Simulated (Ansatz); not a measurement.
## Lu under changes of volume

One of the cells (29.847 Å³/atom); the others are scaled copies at fixed shape and fractional positions:

```
Lu
1.0
    -1.95411    1.95411    1.95411
     1.95411   -1.95411    1.95411
     1.95411    1.95411   -1.95411
Lu
1
Direct
  0.00000 0.00000 0.00000
```

This isn't the form of Lu at room conditions, which is hcp.

```yaml
Program: Ansatz 0.2.0
Functional: Slater exchange only
Potentials_or_basis: all-electron LAPW, inner shells corrected to Dirac's equation
Cutoff: 194 eV (chosen from the basis error)
Basis_error_allowed: 0.0005 eV/atom
k_mesh: 10 × 10 × 10
Occupations: gaussian, width 0.025 eV
Spin: no spin polarisation
```

```csv
volume (Å³/atom),energy over the lowest point (meV/atom),pressure (GPa)
28.056,3.20,1.4
28.653,0.00,0.4
29.250,?,?
29.847,4.42,-1.4
30.444,11.26,-2.2
31.041,20.75,-2.8
31.638,32.04,-3.3
```

**Question.** What does the run at 29.250 Å³/atom give?

**Answer.** Energy over the lowest point 0.54 meV/atom; pressure -0.6 GPa.

Worked out: A Birch-Murnaghan fit of order 3 (a polynomial in V^(-2/3)) to the other rows has its minimum at 28.85 Å³/atom with B0 = V·E''(V) = 48 GPa and B' = 6.1. It gives 0.53 meV/atom at 29.250 Å³/atom, against the run's 0.54, and -dE/dV = -0.6 GPa, against -0.6.

Energies are extrapolated to zero smearing.
